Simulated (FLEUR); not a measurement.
# Zn (Fm-3m) in FLEUR: convergence with minDistance

Aim: find how far minDistance must go before the results for Zn settle, at PBE. This setting moves, with any that are tied to it; all else stays.

All numbers are computed with FLEUR MaX-R8.1 (later development tree); they aren't measurements. Logs are shortened: lines on timing, memory, paths and dates and some standing lists are left out, and cuts for length are marked.

**1. The crystal as given**

It takes space group Fm-3m (No. 225, cubic). The conventional cell has a = 3.930 Å, b = 3.930 Å, c = 3.930 Å, α = 90.00°, β = 90.00°, γ = 90.00°. Zn (site symmetry m-3m) is surrounded by 12 Zn at 2.78 Å.

This isn't the form of Zn at room conditions, which is hcp.

**2. With minDistance 1e-06**

Contents of inp.xml:

```xml
<?xml version="1.0" encoding="UTF-8" standalone="no"?>
<fleurInput fleurInputVersion="0.39">
   <comment>
      Zn                                                                                                  
   </comment>
   <calculationSetup>
      <cutoffs Kmax="4.1" Gmax="12.7" GmaxXC="12.7" numbands="0"/>
      <scfLoop itmax="60" minDistance="0.000001" maxIterBroyd="15" imix="Anderson" alpha="0.05" precondParam="0.0" spinf="2.0" sdNocoIR="T"/>
      <coreElectrons ctail="T" frcor="F" kcrel="0" coretail_lmax="0"/>
      <xcFunctional name="pbe" relativisticCorrections="F"/>
      <magnetism jspins="1"/>
      <soc l_soc="F" theta="0.0" phi="0.0" spav="F"/>
      <expertModes spex="0" secvar="F"/>
      <geometryOptimization l_f="T" forcealpha="1.0" forcemix="BFGS" epsdisp="0.0005" epsforce="0.0002"/>
      <ldaU l_linMix="F" mixParam="0.05" spinf="1.0"/>
   </calculationSetup>
   <cell>
      <bzIntegration valenceElectrons="20.0" mode="hist" fermiSmearingEnergy="0.00183747">
         <kPointListSelection listName="default-1"/>
         <!-- k-points included here -->
         <xi:include xmlns:xi="http://www.w3.org/2001/XInclude" href="kpts.xml"> </xi:include>
      </bzIntegration>
      <!-- symmetry operations included here -->
      <xi:include xmlns:xi="http://www.w3.org/2001/XInclude" href="sym.xml"> </xi:include>
      <bulkLattice scale="1.0">
         <bravaisMatrix>
            <row-1>    0.0000000000000000     3.7128885361870894     3.7128885361870894</row-1>
            <row-2>    3.7128885361870894     0.0000000000000000     3.7128885361870894</row-2>
            <row-3>    3.7128885361870894     3.7128885361870894     0.0000000000000000</row-3>
         </bravaisMatrix>
      </bulkLattice>
   </cell>
   <atomSpecies>
      <species name="Zinc (Zn)" element="Zn" atomicNumber="30">
         <mtSphere radius="2.43" gridPoints="803" logIncrement="0.015"/>
         <atomicCutoffs lmax="10" lnonsphr="10"/>
         <electronConfig flipSpins="F">
            <coreConfig>(1s1/2) (2s1/2) (2p1/2) (2p3/2)</coreConfig>
            <valenceConfig>(3s1/2) (3p1/2) (3p3/2) (4s1/2) (3d3/2) (3d5/2)</valenceConfig>
         </electronConfig>
         <energyParameters s="4" p="4" d="3" f="4"/>
         <lo type="SCLO" l="0" n="3" eDeriv="0"/>
         <lo type="SCLO" l="1" n="3" eDeriv="0"/>
         <lo type="SCLO" l="1" n="3" eDeriv="1"/>
         <lo type="HELO" l="2" n="4" eDeriv="0"/>
         <lo type="HELO" l="2" n="4" eDeriv="1"/>
         <lo type="SCLO" l="3" n="4" eDeriv="2"/>
      </species>
   </atomSpecies>
   <atomGroups>
      <atomGroup species="Zinc (Zn)">
         <relPos label="                   1">.0000000000 .0000000000 .0000000000</relPos>
         <force calculate="T" relaxXYZ="TTT"/>
      </atomGroup>
   </atomGroups>
   <output dos="F" band="F" slice="F">
      <checks vchk="F" cdinf="F"/>
      <bandDOS minEnergy="-.5*Htr" maxEnergy="0.5*Htr" sigma="0.015" storeEVData="T"/>
      <vacuumDOS vacdos="F" integ="F" star="F" nstars="0" locx1="0.0" locy1="0.0" locx2="0.0" locy2="0.0" nstm="0" tworkf="0.0"/>
      <unfoldingBand unfoldBand="F" supercellX="1" supercellY="1" supercellZ="1"/>
      <plotting iplot="0" polar="F">
         <plot TwoD="T" vec1="  1.0  0.0  0.0" vec2="  0.0  1.0  0.0" vec3="  0.0  0.0  1.0" zero="  0.0  0.0  0.0" file="plot"/>
      </plotting>
      <chargeDensitySlicing numkpt="0" minEigenval="0.0" maxEigenval="0.0" nnne="0" pallst="F"/>
      <specialOutput eonly="F"/>
      <moessbauerParams electricFieldGradient="T" isomerShift="T" coreHyperfine="T" valenceHyperfine="T"/>
      <magneticCircularDichroism mcd="F" energyLo="-10.0" energyUp="0.0"/>
   </output>
  <!-- We include the file relax.xml here to enable relaxations (see documentation) -->
  <xi:include xmlns:xi="http://www.w3.org/2001/XInclude" href="relax.xml"> <xi:fallback/> </xi:include>
</fleurInput>
```

Contents of crystal.txt:

```
Zn
&input cartesian=F /
0.0000000000  1.9647760000  1.9647760000
1.9647760000  0.0000000000  1.9647760000
1.9647760000  1.9647760000  0.0000000000
1.8897261246
1.0 1.0 1.0

1
30 0.0000000000  0.0000000000  0.0000000000

&kpt div1=10 div2=10 div3=10 gamma=T /
```

Potentials or basis: all-electron, FLAPW.

Launch:

```sh
$ inpgen -f crystal.txt -profile fastHighL
$ # inp.xml edited to the form shown
$ fleur_MPI
```

Run time: 18 s. Hardware: 1 thread of Arm Neoverse V2, shared host; peak memory 0.06 GiB.

What came out:

| Property | Result |
| --- | --- |
| Free energy | -48874.7930 eV |
| Band gap on the k mesh | none (metal or under the smearing width) |
| Valence electrons inside the program's atomic spheres | Zn 18.98 (radii Zn 2.43 bohr) |

**3. With minDistance 1e-05**

inp.xml, as its differences from that of step 2:

```diff
@@ -7,3 +7,3 @@
       <cutoffs Kmax="4.1" Gmax="12.7" GmaxXC="12.7" numbands="0"/>
-      <scfLoop itmax="60" minDistance="0.000001" maxIterBroyd="15" imix="Anderson" alpha="0.05" precondParam="0.0" spinf="2.0" sdNocoIR="T"/>
+      <scfLoop itmax="60" minDistance="0.00001" maxIterBroyd="15" imix="Anderson" alpha="0.05" precondParam="0.0" spinf="2.0" sdNocoIR="T"/>
       <coreElectrons ctail="T" frcor="F" kcrel="0" coretail_lmax="0"/>
```

crystal.txt is that of step 2.

Potentials or basis: all-electron, FLAPW.

Launch:

```sh
$ inpgen -f crystal.txt -profile fastHighL
$ # inp.xml edited to the form shown
$ fleur_MPI
```

Wall time 16 s (1 thread of Arm Neoverse V2, shared host); peak memory 0.06 GiB.

Results:

```yaml
Free_energy: -48874.7930 eV
Band_gap_on_the_k_mesh: none (metal or under the smearing width)
Valence_electrons_inside_the_program's_atomic_spheres: Zn 18.98 (radii Zn 2.43 bohr)
```

**4. With minDistance 0.0001**

inp.xml, as its differences from that of step 3:

```diff
@@ -7,3 +7,3 @@
       <cutoffs Kmax="4.1" Gmax="12.7" GmaxXC="12.7" numbands="0"/>
-      <scfLoop itmax="60" minDistance="0.00001" maxIterBroyd="15" imix="Anderson" alpha="0.05" precondParam="0.0" spinf="2.0" sdNocoIR="T"/>
+      <scfLoop itmax="60" minDistance="0.0001" maxIterBroyd="15" imix="Anderson" alpha="0.05" precondParam="0.0" spinf="2.0" sdNocoIR="T"/>
       <coreElectrons ctail="T" frcor="F" kcrel="0" coretail_lmax="0"/>
```

crystal.txt is that of step 3.

Launch:

```sh
$ inpgen -f crystal.txt -profile fastHighL
$ # inp.xml edited to the form shown
$ fleur_MPI
```

Run time: 15 s. Hardware: 1 thread of Arm Neoverse V2, shared host; peak memory 0.06 GiB.

Results:

```
Free energy                                           : -48874.7930 eV
Band gap on the k mesh                                : none (metal or under the smearing width)
Valence electrons inside the program's atomic spheres : Zn 18.98 (radii Zn 2.43 bohr)
```

**5. With minDistance 0.001**

inp.xml, as its differences from that of step 4:

```diff
@@ -7,3 +7,3 @@
       <cutoffs Kmax="4.1" Gmax="12.7" GmaxXC="12.7" numbands="0"/>
-      <scfLoop itmax="60" minDistance="0.0001" maxIterBroyd="15" imix="Anderson" alpha="0.05" precondParam="0.0" spinf="2.0" sdNocoIR="T"/>
+      <scfLoop itmax="60" minDistance="0.001" maxIterBroyd="15" imix="Anderson" alpha="0.05" precondParam="0.0" spinf="2.0" sdNocoIR="T"/>
       <coreElectrons ctail="T" frcor="F" kcrel="0" coretail_lmax="0"/>
```

crystal.txt is that of step 4.

Launch:

```sh
$ inpgen -f crystal.txt -profile fastHighL
$ # inp.xml edited to the form shown
$ fleur_MPI
```

Wall time 13 s (1 thread of Arm Neoverse V2, shared host); peak memory 0.06 GiB.

Results:

* Free energy: -48874.7930 eV
* Band gap on the k mesh: none (metal or under the smearing width)
* Valence electrons inside the program's atomic spheres: Zn 18.98 (radii Zn 2.43 bohr)

**6. With minDistance 0.01**

inp.xml, as its differences from that of step 5:

```diff
@@ -7,3 +7,3 @@
       <cutoffs Kmax="4.1" Gmax="12.7" GmaxXC="12.7" numbands="0"/>
-      <scfLoop itmax="60" minDistance="0.001" maxIterBroyd="15" imix="Anderson" alpha="0.05" precondParam="0.0" spinf="2.0" sdNocoIR="T"/>
+      <scfLoop itmax="60" minDistance="0.01" maxIterBroyd="15" imix="Anderson" alpha="0.05" precondParam="0.0" spinf="2.0" sdNocoIR="T"/>
       <coreElectrons ctail="T" frcor="F" kcrel="0" coretail_lmax="0"/>
```

crystal.txt is that of step 5.

Potentials or basis: all-electron, FLAPW.

Launch:

```sh
$ inpgen -f crystal.txt -profile fastHighL
$ # inp.xml edited to the form shown
$ fleur_MPI
```

Run time: 10 s. Hardware: 1 thread of Arm Neoverse V2, shared host; peak memory 0.06 GiB.

What came out:

```
Free energy                                           : -48874.7930 eV
Band gap on the k mesh                                : none (metal or under the smearing width)
Valence electrons inside the program's atomic spheres : Zn 18.98 (radii Zn 2.43 bohr)
```

**7. With minDistance 0.03**

inp.xml, as its differences from that of step 6:

```diff
@@ -7,3 +7,3 @@
       <cutoffs Kmax="4.1" Gmax="12.7" GmaxXC="12.7" numbands="0"/>
-      <scfLoop itmax="60" minDistance="0.01" maxIterBroyd="15" imix="Anderson" alpha="0.05" precondParam="0.0" spinf="2.0" sdNocoIR="T"/>
+      <scfLoop itmax="60" minDistance="0.03" maxIterBroyd="15" imix="Anderson" alpha="0.05" precondParam="0.0" spinf="2.0" sdNocoIR="T"/>
       <coreElectrons ctail="T" frcor="F" kcrel="0" coretail_lmax="0"/>
```

crystal.txt is that of step 6.

Launch:

```sh
$ inpgen -f crystal.txt -profile fastHighL
$ # inp.xml edited to the form shown
$ fleur_MPI
```

Run time: 10 s. Hardware: 1 thread of Arm Neoverse V2, shared host; peak memory 0.06 GiB.

What came out:

| Quantity | Value |
| --- | --- |
| Free energy | -48874.7930 eV |
| Band gap on the k mesh | none (metal or under the smearing width) |
| Valence electrons inside the program's atomic spheres | Zn 18.98 (radii Zn 2.43 bohr) |

**8. With minDistance 0.1**

inp.xml, as its differences from that of step 7:

```diff
@@ -7,3 +7,3 @@
       <cutoffs Kmax="4.1" Gmax="12.7" GmaxXC="12.7" numbands="0"/>
-      <scfLoop itmax="60" minDistance="0.03" maxIterBroyd="15" imix="Anderson" alpha="0.05" precondParam="0.0" spinf="2.0" sdNocoIR="T"/>
+      <scfLoop itmax="60" minDistance="0.1" maxIterBroyd="15" imix="Anderson" alpha="0.05" precondParam="0.0" spinf="2.0" sdNocoIR="T"/>
       <coreElectrons ctail="T" frcor="F" kcrel="0" coretail_lmax="0"/>
```

crystal.txt is that of step 7.

Potentials or basis: all-electron, FLAPW.

Launch:

```sh
$ inpgen -f crystal.txt -profile fastHighL
$ # inp.xml edited to the form shown
$ fleur_MPI
```

Standard output:

```text
Welcome to FLEUR        (www.flapw.de)
      MaX-Release 8.1          (www.max-centre.eu)

 ========== k-point set info ==========
 Selected k-point list: default-1
 k-point list type: mesh
 10 x 10 x 10
 Number of k points: 47

 ------------Calculation Setup---------------------------
 Number of MPI-tasks      :            1
 Number of PE/node        :            1
 Number of OMP-threads    :            1
 Most efficient MPI parallelization for:
           1          47
 Additional eigenvalue parallelization possible
 Number of basis functions:          171
 Approximate size of matrices (H+S) per k-point:         0.000 GB
 --------------------------------------------------------
 Iteration:     1   Distance:       9.23939790 me/bohr^3
 Iteration:     2   Distance:       7.56692341 me/bohr^3
 Iteration:     3   Distance:       3.49502401 me/bohr^3
 Iteration:     4   Distance:       2.17593953 me/bohr^3
 Iteration:     5   Distance:       2.10639235 me/bohr^3
 Iteration:     6   Distance:       0.32462146 me/bohr^3
 Iteration:     7   Distance:       0.35158399 me/bohr^3
 Iteration:     8   Distance:       0.00856880 me/bohr^3

 ********************************************************************
 Run finished successfully
 Stop message:
   Structural relaxation: Done
 ********************************************************************
```

out.xml (last iteration):

```text
<iteration numberForCurrentRun="    9" overallNumber="    9">
         <energyParameters units="Htr">
            <atomicEP atomType="1" spin="1" branch="4s" branchLowest="-4.38" branchHighest="1.05" value="0.0939476906"/>
            <atomicEP atomType="1" spin="1" branch="4p" branchLowest="-2.70" branchHighest="1.63" value="0.2668760842"/>
            <atomicEP atomType="1" spin="1" branch="3d" branchLowest="-9.99" branchHighest="0.04" value="-0.0031959007"/>
            <atomicEP atomType="1" spin="1" branch="4f" branchLowest="-9.99" branchHighest="3.22" value="0.6072704903"/>
            <loAtomicEP atomType="1" spin="1" branch="3s" branchLowest="-42.19" branchHighest="-4.38" value="-4.3839401068"/>
            <loAtomicEP atomType="1" spin="1" branch="3p" branchLowest="-36.52" branchHighest="-2.70" value="-2.7004664769"/>
            <loAtomicEP atomType="1" spin="1" branch="3p" branchLowest="-36.52" branchHighest="-2.70" value="-2.7004664769"/>
            <heloAtomicEP atomType="1" spin="1" branch="4d" branchLowest="2.06" branchHighest="2.06" value="2.0569722530"/>
            <heloAtomicEP atomType="1" spin="1" branch="4d" branchLowest="2.06" branchHighest="2.06" value="2.0569722530"/>
            <loAtomicEP atomType="1" spin="1" branch="4f" branchLowest="-9.99" branchHighest="3.22" value="0.6072723986"/>
         </energyParameters>
         <eigenvalues>
            <eigenvaluesAt spin="1" ikpt="1" k_x="0.00000000" k_y="0.00000000" k_z="0.00000000">
                      -4.3840122818       -2.6987853967       -2.6987853967       -2.6987853967       -0.1167491132
                      -0.0151745147       -0.0151745147       -0.0151745147       -0.0011821135       -0.0011821135
                       0.9328030856        0.9328030856        0.9328030856        0.9458822003        1.0278121603
                       1.0278121603
            </eigenvaluesAt>
            <eigenvaluesAt spin="1" ikpt="2" k_x="0.00000000" k_y="0.00000000" k_z="0.10000000">
                      -4.3840055229       -2.6988604008       -2.6987978961       -2.6987978961       -0.1057341736
                      -0.0159985446       -0.0139950823       -0.0139950823       -0.0014804732       -0.0014804732
                       0.7891739663        0.9032499100        0.9032499100        0.9390981808        1.0755303507
                       1.0755303507
            </eigenvaluesAt>
            <eigenvaluesAt spin="1" ikpt="3" k_x="0.00000000" k_y="0.00000000" k_z="0.20000000">
                      -4.3839875716       -2.6990560656       -2.6988300736       -2.6988300736       -0.0751329695
                      -0.0154812025       -0.0122241566       -0.0122241566       -0.0008351777       -0.0008351777
                       0.6142634387        0.8648310791        0.8648310791        0.9294761198        1.1003088791
                       1.1003088791
            </eigenvaluesAt>
            <eigenvaluesAt spin="1" ikpt="4" k_x="0.00000000" k_y="0.00000000" k_z="0.30000000">
                      -4.3839652444       -2.6992985032       -2.6988697107       -2.6988697107       -0.0462988231
                      -0.0128985815       -0.0128985815        0.0030172349        0.0030172349        0.0088693390
                       0.4536972286        0.8387636648        0.8387636648        0.9149005506        1.0226745934
                       1.0226745934
            </eigenvaluesAt>
         </eigenvalues>
         <bandgap value="0.0009071570" units="eV"/>
         <sumValenceSingleParticleEnergies value="-24.8367201888" units="Htr"/>
         <FermiEnergy value="0.2700158491" units="Htr"/>
         <valenceDensity>
            <mtCharges spin="1">
               <mtCharge atomType="1" total="18.9818252" s="2.6685822" p="6.5089670" d="9.7912133" f="0.0105450"/>
            </mtCharges>
            <spinDependentCharge spin="1" total="20.0000000" interstitial="1.0181748" mtSpheres="18.9818252"/>
            <totalCharge value="20.0000000000"/>
         </valenceDensity>
         <coreStates atomType="     1" atomicNumber=" 30" spin="1" kinEnergy="   1577.3783426453" eigValSum="  -1002.7805904310" lostElectrons=" 0.000000">
            <state n="1" l="0" j="0.5" energy="-349.6139904231" weight="1.0000000000"/>
            <state n="2" l="0" j="0.5" energy="-42.1926441622" weight="1.0000000000"/>
            <state n="2" l="1" j="0.5" energy="-37.1127783697" weight="1.0000000000"/>
            <state n="2" l="1" j="1.5" energy="-36.2354411302" weight="2.0000000000"/>
         </coreStates>
         <allElectronCharges>
            <spinDependentCharge spin="1" total="30.0000000" interstitial="1.0181748" mtSpheres="28.9818252"/>
            <totalCharge value="30.0000000003"/>
         </allElectronCharges>
         <moessbauerParams unitsHFF="kG" unitsIS="e/bohr^3" unitsEFG="Htr/bohr^2">
            <coreIsomerShift atomType="1" isTotal="24873.69854">
               <shell n="1" l="0" isomerShift="22627.59916"/>
               <shell n="2" l="0" isomerShift="2229.18091"/>
               <shell n="2" l="1" isomerShift="16.91847"/>
            </coreIsomerShift>
            <isomerShift atomType="1" nucleusRadius="0.0000952" averageDensity="25216.65466"/>
            <electricFieldGradient atomType="1" VXX="0.00000" VYY="0.00000" VZZ="0.00000" asymParam="0.00000">
            </electricFieldGradient>
         </moessbauerParams>
         <totalEnergy                                    value="    -1796.1153621174" units="Htr">
            <sumOfEigenvalues                            value="    -1027.6173106198">
               <coreElectrons value="-1002.7805904310"/>
               <valenceElectrons value="-24.8367201888"/>
            </sumOfEigenvalues>
            <densityCoulombPotentialIntegral value="-2763.5304992090"/>
            <densityEffectivePotentialIntegral value="-2856.6951916820"/>
            <chargeDenXCDenIntegral value="-71.6668160114"/>
            <FockExchangeEnergyValence value="0.0000000000"/>
            <FockExchangeEnergyCore value="0.0000000000"/>
            <atomTypeDependentContributions atomType="1">
               <electronNucleiInteractionDifferentMTs value="2161.7106130144"/>
               <MadelungTerm value="-10.0505645493"/>
            </atomTypeDependentContributions>
            <tkbTimesEntropy value="0.0001531604"/>
            <freeEnergy value="-1796.1155152778"/>
            <extrapolationTo0K value="-1796.1154386976"/>
         </totalEnergy>
         <totalForcesOnRepresentativeAtoms units="Htr/bohr">
            <forceTotal atomType="1" x="0.000000" y="0.000000" z="0.000000" F_x="0.00000000" F_y="0.00000000" F_z="0.00000000"/>
         </totalForcesOnRepresentativeAtoms>
      </iteration>
```

It took 11 s on 1 thread of Arm Neoverse V2, shared host; peak memory 0.06 GiB.

What came out:

```
Free energy                                           : -48874.7930 eV
Band gap on the k mesh                                : none (metal or under the smearing width)
Valence electrons inside the program's atomic spheres : Zn 18.98 (radii Zn 2.43 bohr)
```

**9. Summary**

```tsv
minDistance	energy less the tightest run, at zero smearing (meV/atom)	SCF cycles	CPU time (s)	peak memory (GiB)
1e-06	0.00	16	18	0.06
1e-05	0.00	14	16	0.06
0.0001	0.00	13	15	0.06
0.001	-0.01	11	13	0.06
0.01	0.00	9	10	0.06
0.03	0.00	9	10	0.06
0.1	0.00	9	11	0.06
```

Against the tightest run, the energy stays within 1 meV/atom from 1e-06 on. The tightest run that finished is the yardstick and may itself not be fully converged.
